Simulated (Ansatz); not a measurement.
The elements of this relaxed trial crystal are hidden behind letters.

```
lattice vectors (Å)
   2.5586    0.0000    0.0000
  -1.2793    2.2158    0.0000
   0.0000    0.0000    8.4092
fractional positions
X 0.0000 0.0000 0.0934
X 0.0000 0.0000 0.5934
X 0.3333 0.6667 0.3441
X 0.6667 0.3333 0.8441
Z 0.0000 0.0000 0.4067
Z 0.0000 0.0000 0.9067
Z 0.3333 0.6667 0.1558
Z 0.6667 0.3333 0.6558
```

These are results of DFT PBE, scalar-relativistic, plane waves, PAW in Ansatz, not measurements. Plane waves to 420 eV, a 12×12×4 mesh through Γ for the 8-atom cell and 0.02 eV Gaussian smearing; no spin polarisation.

* Space group: P6_3mc (No. 186)
* Conventional cell: a = 2.559 Å, c = 8.409 Å
* Volume per atom: 5.96 Å³
* Density: 3.46 g/cm³
* Energy over the elements: −1.167 eV/atom
* Gap on the 12×12×4 mesh of the 8-atom cell: 5.50 eV

Energies are uncorrected and count from the elements' standard states at the same level.

Q: X is a p-block element of period 2 and Z is a p-block element of period 2. Which elements are they?

A: X = B, Z = N, so the formula is BN. Density times volume gives a mean mass of 3.46 × 5.96/1.6605 = 12.4 u per atom, and this set has 12.4 u. B on its first site is surrounded by 4 N at 1.57 Å; B on its second site has 4 N at 1.57–1.58 Å; around N on its first site lie 4 B at 1.57 Å; 1 more site not described. Swapping B and N gives the same structure, so either order is right.

Kohn–Sham gaps at this level usually fall short of measured ones. A later test with randomly moved atoms came back to the same energy, though modes that don't fit the test's cell weren't probed.
